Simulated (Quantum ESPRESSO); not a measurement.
Y:

```
Y
1.0
     3.64254    0.00000    0.00000
    -1.82127    3.15454    0.00000
     0.00000    0.00000   11.84413
Y
4
Cartesian
  1.8213 1.0515 8.8831
  0.0000 0.0000 5.9221
  0.0000 2.1030 2.9610
  0.0000 0.0000 0.0000
```

| Property | Result |
| --- | --- |
| Program | Quantum ESPRESSO 7.5 |
| Task | single point |
| Functional | PBEsol |
| Potentials or basis | GBRV 1.5 PBEsol |
| Cutoff | 612 eV |
| Density cutoff | 4898 eV |
| k mesh | 8 × 8 × 3 |
| Occupations | fermi-dirac, width 0.05 eV |
| Spin | no spin polarisation |

On this cell: pressure -3.5 GPa; largest force under 0.003 eV/Å; band gap on the k mesh none (metal or under the smearing width).

The same run follows on a disturbed copy (atoms moved at random, drawn with an rms of 0.05 Å):

```
Y
1.0
     3.64254    0.00000    0.00000
    -1.82127    3.15454    0.00000
     0.00000    0.00000   11.84413
Y
4
Cartesian
  1.8618 1.0514 8.9003
  0.0142 -0.0335 5.9764
  0.0188 2.1204 2.9934
  0.0103 -0.0238 -0.0110
```

Question: What does the disturbed cell give?

Answer: The energy (extrapolated to zero smearing) moves by +1.3 meV/atom; pressure -3.5 GPa; largest force 0.101 eV/Å; band gap on the k mesh none (metal or under the smearing width).

Forces in eV/Å, atoms in the order of the input:
```
Y   -0.030 -0.032  0.016
Y    0.017  0.043 -0.083
Y   -0.007 -0.044 -0.027
Y    0.020  0.033  0.094
```

Stress tensor (GPa, compression positive):
```
-3.33 -0.03  0.00
-0.03 -3.35  0.00
 0.00  0.00 -3.89
```
